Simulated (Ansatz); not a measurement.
The system is SiC (Moissanite).

```
Si C
1.0
     3.07600    0.00000    0.00000
    -1.53800    2.66389    0.00000
     0.00000    0.00000    5.04800
Si C
2 2
Direct
  0.66667 0.33333 0.50000
  0.33333 0.66667 0.00000
  0.66667 0.33333 0.88500
  0.33333 0.66667 0.38500
```

- Program: Ansatz 0.2.0
- Task: relaxation of cell and atoms
- Functional: LDA
- Potentials or basis: Ansatz PAW
- Cutoff: 420 eV (not typed: the program's choice for these potentials)
- k mesh: 10 × 10 × 5
- Occupations: fermi-dirac, width 0.05 eV
- Spin: no spin polarisation

At the start: volume 10.34 Å³/atom.

Question: How do energy, volume and symmetry change on relaxing?

Answer: It ends after 8 steps and the volume is 10.14 Å³/atom (-1.9 %); space group P6_3mc (No. 186, to 0.05 Å).

Step by step:
```
step  energy change (eV)  largest force (eV/Å)  volume (Å³)
   1              0.0000                0.7327        41.36
   2             -0.0298                0.4332        40.95
   3             -0.0434                0.1642        40.38
   4             -0.0474                0.0022        40.58
   5             -0.0474                0.0006        40.59
   6             -0.0456                0.0007        40.59
   7             -0.0456                0.0001        40.58
   8             -0.0456                0.0001        40.58
```

Final structure:
```
CELL_PARAMETERS angstrom
3.05636 0.00000 0.00000
-1.52818 2.64689 0.00000
0.00000 0.00000 5.01587
ATOMIC_POSITIONS crystal
Si 0.66667 0.33333 0.50459
Si 0.33333 0.66667 0.00459
C 0.66667 0.33333 0.88041
C 0.33333 0.66667 0.38041
```

Caveat: the plane-wave basis is chosen anew once the cell has moved, so the energies of steps on either side of that aren't comparable; the pressure holds a Pulay correction of +0.4 GPa for the finite cutoff; the PAW data sets come from PBE, with cores solved anew for the run's functional, which leaves a small shift of forces and pressure.
